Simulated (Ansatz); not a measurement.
BaTiO3:

```xyz
10
Lattice="-3.8027 -0.0566 -0.0218 -0.0219 -0.0317 -4.1303 -0.1132 -7.9735 -0.0631" Properties=species:S:1:pos:R:3 pbc="T T T"
Ba   -0.2466   -3.9791   -3.7874
Ba   -0.0540   -0.2243   -3.8091
Ti   -1.7732   -1.6800   -2.1731
Ti   -2.0067   -6.1212   -2.0029
O    -1.8588   -1.9453   -0.1906
O    -1.8152   -5.5583   -0.3551
O    -2.1087   -3.6341   -2.2729
O    -2.0275   -0.2908   -2.3182
O    -3.7738   -2.1462   -1.9271
O    -0.1085   -6.6995   -2.1549
```

| Item | Value |
| --- | --- |
| Program | Ansatz 0.2.0 |
| Task | relaxation of cell and atoms |
| Functional | PBE |
| Dispersion | D3(BJ) |
| Potentials or basis | Ansatz PAW |
| Cutoff | 420 eV (not typed: the program's choice for these potentials) |
| k mesh | 7 × 7 × 4 |
| Occupations | fermi-dirac, width 0.05 eV |
| Spin | no spin polarisation |

At the start: volume 12.52 Å³/atom.

Task: Where does the relaxation end?

Result: It ends after 15 steps and the volume is 12.97 Å³/atom (+3.6 %); space group R3m (No. 160, to 0.05 Å).

The path:
```csv
step,energy change (eV),largest force (eV/Å),volume (Å³)
1,0.0000,26.6164,125.20
2,-6.6779,10.6888,132.12
3,-9.3356,3.1645,131.95
4,-10.1584,1.2112,132.14
5,-10.3336,0.1072,129.69
6,-10.3365,0.0521,129.29
7,-10.3362,0.0377,129.52
8,-10.3368,0.0582,129.48
9,-10.3374,0.0018,129.45
10,-10.3654,0.0020,129.45
11,-10.3671,0.0032,129.68
12,-10.3669,0.0132,129.78
13,-10.3684,0.0133,129.78
14,-10.3687,0.0024,129.74
15,-10.3685,0.0024,129.74
```

Final structure:
```
Ba Ti O
1.0
    -4.01542   -0.00632   -0.00627
    -0.00684   -0.00701   -4.01972
    -0.01318   -8.03780   -0.01338
Ba Ti O
2 2 6
Direct
  0.99318 0.99287 0.49647
  0.99318 0.99288 0.99646
  0.48081 0.48017 0.24017
  0.48081 0.48018 0.74013
  0.50619 0.01413 0.25316
  0.50619 0.01413 0.75313
  0.50622 0.50634 0.50701
  0.50622 0.50635 0.00702
  0.01361 0.50647 0.25325
  0.01361 0.50648 0.75321
```

Caveat: the plane-wave basis is chosen anew once the cell has moved, so the energies of steps on either side of that aren't comparable; the pressure holds a Pulay correction of +0.5 GPa for the finite cutoff.
